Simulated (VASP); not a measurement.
# Si in VASP: one cell, several levels of theory, part 2 of 2

VASP 6.6.1, plane waves, PAW. The steps go on from the part before.

### 3 Single point with r2SCAN

File INCAR:

```
ENCUT = 520.000000
SIGMA = 0.010000
EDIFF = 1.00e-07
ALGO = Normal
METAGGA = R2SCAN
PREC = Accurate
IBRION = -1
ISIF = 2
ISMEAR = 0
NBANDS = 16
NELM = 120
NSW = 0
LASPH = .TRUE.
LCHARG = .TRUE.
LELF = .TRUE.
LWAVE = .FALSE.
LREAL = .FALSE.
```

File KPOINTS:

```
KPOINTS created by Atomic Simulation Environment
0
Gamma
12 12 4
0 0 0
```

File KPOINTS_OPT:

```
special points
7
Reciprocal
0.0000000000 0.0000000000 0.0000000000 1
0.5000000000 0.0000000000 0.0000000000 1
0.3333333333 0.3333333333 0.0000000000 1
0.0000000000 0.0000000000 0.5000000000 1
0.5000000000 0.0000000000 0.5000000000 1
0.3333333333 0.3333333333 0.5000000000 1
0.0000000000 0.5000000000 0.0000000000 1
```

File POSCAR:

```
Si
 1.0000000000000000
     3.8321295589639761    0.0000000000000000    0.0000000000000000
    -1.9160647794819881    3.3187215486560602    0.0000000000000000
     0.0000000000000000    0.0000000000000000    6.3412168604500563
 Si
   4
Cartesian
  0.0000000000000001  2.2124810324373736  0.0035570476877611
  1.9160647794819881  1.1062405162186868  3.1741654779127892
  0.0000000000000001  2.2124810324373736  2.3743992749810103
  1.9160647794819881  1.1062405162186868  5.5450077052060394
```

Run with:

```
$ mpirun -np 1 vasp_std
```

Printed to the terminal (iteration lines stand in OSZICAR):

```text
POSCAR found type information on POSCAR Si
 POSCAR found :  1 types and       4 ions
 -----------------------------------------------------------------------------
|                                                                             |
|                                                                             |
|     You enforced a specific xc type in the INCAR file but a different       |
|     I HOPE YOU KNOW WHAT YOU ARE DOING!                                     |
|                                                                             |
 -----------------------------------------------------------------------------

 LDA part: xc-table for (None), standard interpolation
 POSCAR, INCAR and KPOINTS ok, starting setup
 FFT: planning ... GRIDC
 FFT: planning ... GRID_SOFT
 FFT: planning ... GRID
 WAVECAR not read
 entering main loop
 Start KPOINTS_OPT (optional k-point list driver)
k-point batch [1-7\7]
```

OSZICAR:

```text
N       E                     dE             d eps       ncg     rms          rms(c)
DAV:   1     0.125559251480E+02    0.12556E+02   -0.61722E+03  1824   0.846E+02
DAV:   2    -0.354709360073E+02   -0.48027E+02   -0.43526E+02  2512   0.126E+02
DAV:   3    -0.373711686028E+02   -0.19002E+01   -0.18863E+01  2464   0.232E+01
DAV:   4    -0.373920042850E+02   -0.20836E-01   -0.20830E-01  2240   0.314E+00
DAV:   5    -0.373923453897E+02   -0.34110E-03   -0.34108E-03  2528   0.383E-01    0.847E+00
DAV:   6    -0.350575854972E+02    0.23348E+01   -0.22186E-01  2128   0.298E+00    0.582E+00
DAV:   7    -0.350529983860E+02    0.45871E-02   -0.26536E-01  2120   0.267E+00    0.512E-01
DAV:   8    -0.350492200640E+02    0.37783E-02   -0.15921E-02  2208   0.685E-01    0.563E-01
DAV:   9    -0.350495267251E+02   -0.30666E-03   -0.68682E-04  2336   0.213E-01    0.926E-02
DAV:  10    -0.350495743484E+02   -0.47623E-04   -0.34621E-05  2296   0.453E-02    0.359E-02
DAV:  11    -0.350495749588E+02   -0.61040E-06   -0.22802E-06  2352   0.960E-03    0.112E-02
DAV:  12    -0.350495788853E+02   -0.39265E-05   -0.47917E-07  2288   0.437E-03    0.256E-03
DAV:  13    -0.350495791686E+02   -0.28325E-06   -0.41177E-08  1344   0.123E-03    0.111E-03
DAV:  14    -0.350495789123E+02    0.25624E-06   -0.75311E-09  1352   0.577E-04    0.243E-04
DAV:  15    -0.350495788782E+02    0.34086E-07   -0.10322E-09  1208   0.228E-04
   1 F= -.35049579E+02 E0= -.35049579E+02  d E =-.543365E-16
       N       E                     dE             ncg
DAV:   1     0.182078293188E+04   -0.24900E+04      224
DAV:   2     0.148758055733E+04   -0.33320E+03      320
DAV:   3     0.147505496405E+04   -0.12526E+02      304
DAV:   4     0.147491767527E+04   -0.13729E+00      272
DAV:   5     0.147491535378E+04   -0.23215E-02      320
DAV:   6     0.147491529826E+04   -0.55517E-04      272
DAV:   7     0.147491529658E+04   -0.16797E-05      312
DAV:   8     0.147491529652E+04   -0.62724E-07      232
```

From OUTCAR:

```text
k-points           NKPTS =     57   k-points in BZ     NKDIM =     57   number of bands    NBANDS=     16

   NELECT =      16.0000    total number of electrons

   dimension x,y,z NGX =    30 NGY =   30 NGZ =   48
   dimension x,y,z NGXF=    60 NGYF=   60 NGZF=   96

  energy-cutoff  :      520.00
  volume of cell :       80.65
      direct lattice vectors                 reciprocal lattice vectors
     3.832129559  0.000000000  0.000000000     0.260951511  0.150660425  0.000000000
    -1.916064779  3.318721549  0.000000000     0.000000000  0.301320851  0.000000000
     0.000000000  0.000000000  6.341216860     0.000000000  0.000000000  0.157698439

 k-points in reciprocal lattice and weights: KPOINTS created by Atomic Simulation Env
   0.00000000  0.00000000  0.00000000       0.002
   0.08333333  0.00000000  0.00000000       0.010
   0.16666667  0.00000000  0.00000000       0.010
   0.25000000  0.00000000  0.00000000       0.010
   0.33333333  0.00000000  0.00000000       0.010
   0.41666667  0.00000000  0.00000000       0.010
   0.50000000  0.00000000  0.00000000       0.005
   0.08333333  0.08333333  0.00000000       0.010
[... 49 more k-points ...]

 E-fermi :   5.9883

 k-point     1 :       0.0000    0.0000    0.0000
  band No.  band energies     occupation
      1      -6.8237      2.00000
      2      -4.4327      2.00000
      3      -1.5841      2.00000
      4       4.3338      2.00000
      5       4.3338      2.00000
      6       5.5589      2.00000
      7       5.9367      2.00000
      8       5.9367      2.00000
      9       7.3133      0.00000
     10       8.1107      0.00000
     11       8.1107      0.00000
     12       8.4869      0.00000
     13      10.0201      0.00000
     14      10.3870      0.00000
     15      10.3870      0.00000
     16      12.2150      0.00000

 k-point     2 :       0.0833    0.0000    0.0000
  band No.  band energies     occupation
      1      -6.7386      2.00000
      2      -4.3456      2.00000
      3      -1.5388      2.00000
      4       3.6463      2.00000
      5       4.1563      2.00000
      6       5.3117      2.00000
      7       5.4336      2.00000
      8       5.7756      2.00000
      9       7.6843      0.00000
     10       8.3439      0.00000
     11       8.3776      0.00000
     12       8.5733      0.00000
     13      10.1195      0.00000
     14      10.7178      0.00000
     15      10.7894      0.00000
     16      11.7125      0.00000

 k-point     3 :       0.1667    0.0000    0.0000
  band No.  band energies     occupation
      1      -6.4855      2.00000
      2      -4.0859      2.00000
      3      -1.4317      2.00000
      4       2.4219      2.00000
      5       3.7612      2.00000
      6       4.0461      2.00000
      7       5.0625      2.00000
      8       5.4086      2.00000
      9       7.5022      0.00000
     10       8.8182      0.00000
     11       8.9479      0.00000
     12       9.5618      0.00000
     13       9.7348      0.00000
     14      10.9390      0.00000
     15      11.5905      0.00000
     16      11.9559      0.00000

 k-point     4 :       0.2500    0.0000    0.0000
  band No.  band energies     occupation
      1      -6.0725      2.00000
      2      -3.6603      2.00000
      3      -1.3936      2.00000
      4       1.3415      2.00000
      5       2.6754      2.00000
      6       3.3435      2.00000
      7       4.4819      2.00000
      8       5.0126      2.00000
      9       7.1877      0.00000
     10       9.1861      0.00000
     11       9.3162      0.00000
     12       9.3476      0.00000
     13       9.8212      0.00000
     14      11.5070      0.00000
     15      12.3728      0.00000
     16      12.8165      0.00000

 k-point     5 :       0.3333    0.0000    0.0000
  band No.  band energies     occupation
      1      -5.5207      2.00000
      2      -3.0867      2.00000
      3      -1.7274      2.00000
      4       0.8325      2.00000
      5       1.3774      2.00000
      6       3.0057      2.00000
      7       3.7914      2.00000
      8       4.6885      2.00000
      9       6.8784      0.00000
     10       8.9060      0.00000
     11       9.3959      0.00000
     12       9.4382      0.00000
     13       9.7532      0.00000
     14      12.5881      0.00000
     15      13.4852      0.00000
     16      13.4909      0.00000

 k-point     6 :       0.4167    0.0000    0.0000
  band No.  band energies     occupation
      1      -4.8994      2.00000
      2      -2.4288      2.00000
      3      -2.4280      2.00000
      4       0.2706      2.00000
      5       0.9214      2.00000
      6       2.7915      2.00000
      7       3.1462      2.00000
      8       4.4817      2.00000
      9       6.6458      0.00000
     10       8.6677      0.00000
     11       9.2321      0.00000
     12       9.3231      0.00000
     13      10.3488      0.00000
     14      12.7763      0.00000
     15      12.9320      0.00000
     16      14.4939      0.00000

 k-point     7 :       0.5000    0.0000    0.0000
  band No.  band energies     occupation
      1      -4.5270      2.00000
      2      -2.8663      2.00000
      3      -2.0205      2.00000
      4      -0.2893      2.00000
      5       1.0745      2.00000
      6       2.7184      2.00000
      7       2.8393      2.00000
      8       4.4110      2.00000
      9       6.5598      0.00000
     10       8.5858      0.00000
     11       9.1722      0.00000
     12       9.2859      0.00000
     13      10.7048      0.00000
     14      12.4458      0.00000
     15      12.8349      0.00000
     16      14.7227      0.00000

 k-point     8 :       0.0833    0.0833    0.0000
  band No.  band energies     occupation
      1      -6.5695      2.00000
      2      -4.1721      2.00000
      3      -1.4616      2.00000
      4       2.8066      2.00000
      5       3.7621      2.00000
      6       4.4504      2.00000
      7       5.2145      2.00000
      8       5.4376      2.00000
      9       8.0308      0.00000
     10       8.2047      0.00000
     11       8.7386      0.00000
     12       9.3585      0.00000
     13      10.4085      0.00000
     14      10.5042      0.00000
     15      11.2159      0.00000
     16      11.7783      0.00000

[... the tables of k-points 9 to 57 left out ...]

  Total       -0.1114713     -0.1114713     -0.1248656      0.0000000     -0.0000000      0.0000000
  in kB       -2.2145734     -2.2145734     -2.4806750      0.0000000     -0.0000000      0.0000000
  external PRESSURE =      -2.3032739 kB  Pullay stress =       0.0000000 kB

 POSITION                                       TOTAL-FORCE (eV/Angst)
 -----------------------------------------------------------------------------------
      0.00000      2.21248      0.00356        -0.000000      0.000000     -0.001098
      1.91606      1.10624      3.17417         0.000000      0.000000     -0.001098
      0.00000      2.21248      2.37440        -0.000000      0.000000      0.001098
      1.91606      1.10624      5.54501         0.000000     -0.000000      0.001098
 -----------------------------------------------------------------------------------
    total drift:                                0.000000      0.000000      0.000000

  FREE ENERGIE OF THE ION-ELECTRON SYSTEM (eV)
  ---------------------------------------------------
  free  energy   TOTEN  =       -35.0495788782 eV

  energy  without entropy=      -35.0495788782  energy(sigma->0) =      -35.04957888
```

Hardware: 1 MPI rank of Intel Xeon Platinum 8488C, shared host.

The levels at the points of KPOINTS_OPT are read from vasprun.xml.

Band energies at the special points (eV, zero at the top of v, the last band that the electrons fill by count):

```tsv
point	v−1	v	c	c+1
Γ	0.00	0.00	1.38	2.17
M	-3.10	-1.53	0.62	2.65
K	-3.73	-3.49	0.99	5.76
A	-0.98	-0.98	2.15	2.15
L	-2.55	-2.55	1.15	1.15
H	-2.12	-2.12	1.83	1.83
```

Gap with r2SCAN: 0.62 eV, valence top at Γ, conduction bottom at M. Least direct gap: 1.38 eV. The pressure is -0.23 GPa; the forces vanish within 0.01 eV/Å.

Density in a lattice plane of the grid's cell (edges 3.83 and 6.34 Å, at 0.333 of the third edge), which holds Si.

Ten even steps from ' ' (-0.13 e/Å³) to '@' (0.56 e/Å³):
```
**++++++++**##%%**==++##%%##
**++====++**%%%%==..::**%%##
++==--====++**##==....++##**
==--------==++##******##**++
--::::::----++**%%@@@@%%**==
--::::::::--==**%%@@@@##++==
--::::::::--==**%%@@@@%%++==
----::::--==++**%%%%%%##**==
==------==++**##++--==****++
++======++**####--    ++####
**++++++++**%%%%++----**%%##
**++++++++**######****######
++++====++++++++++++++++++++
================--------====
--------------::::::::::----
------------::::::::::::::::
------------::::::::::::::::
----------------------------
============================
++++++++++******************
```
Columns run along the first of these edges and rows up along the second, over one cell in 14 and 20 even steps from the bottom left corner. Atoms in the plane (fractional): Si at (0.67, 0.50), Si at (0.67, 0.87).

ELF in the same plane.

Values, 12 rows by 8 columns:
```
0.82 0.60 0.68 0.85 0.74 0.18 0.32 0.83
0.62 0.37 0.44 0.66 0.52 0.21 0.25 0.62
0.29 0.08 0.11 0.42 0.76 0.91 0.88 0.66
0.24 0.04 0.07 0.40 0.82 0.95 0.93 0.71
0.44 0.20 0.25 0.52 0.61 0.65 0.62 0.60
0.77 0.52 0.60 0.80 0.62 0.09 0.17 0.74
0.82 0.61 0.68 0.85 0.79 0.34 0.47 0.84
0.62 0.46 0.51 0.65 0.61 0.45 0.49 0.64
0.29 0.39 0.37 0.25 0.15 0.11 0.11 0.17
0.24 0.41 0.38 0.18 0.06 0.04 0.04 0.09
0.44 0.40 0.41 0.44 0.38 0.29 0.31 0.40
0.77 0.55 0.62 0.80 0.75 0.47 0.56 0.79
```
Columns run along the first of these edges and rows up along the second, over one cell in 8 and 12 even steps from the bottom left corner. Atoms in the plane (fractional): Si at (0.67, 0.50), Si at (0.67, 0.87).

Both are smooth fields of the valence electrons: close to the nuclei they are not physical.

Maxima of ELF outside the ion cores: 0.96 on the Si–Si line, 1.2 Å from Si.

### 4 Summary

What follows sums up all 2 parts.

```
 level  gap (eV)  pressure (GPa)  Ansatz: gap (eV)  Ansatz: pressure (GPa)
   PBE      0.43            1.18              0.43                    1.26
r2SCAN      0.62           -0.23              0.61                    0.00
```

In words: The gap runs from 0.43 eV (PBE) to 0.62 eV (r2SCAN). The pressure is highest with PBE (1.2 GPa) and lowest with r2SCAN (-0.2 GPa), which orders the cells that they would relax to. The two programs agree on the gap within 0.03 eV, far less than the spread between functionals. The two codes have different PAW datasets and cutoffs.
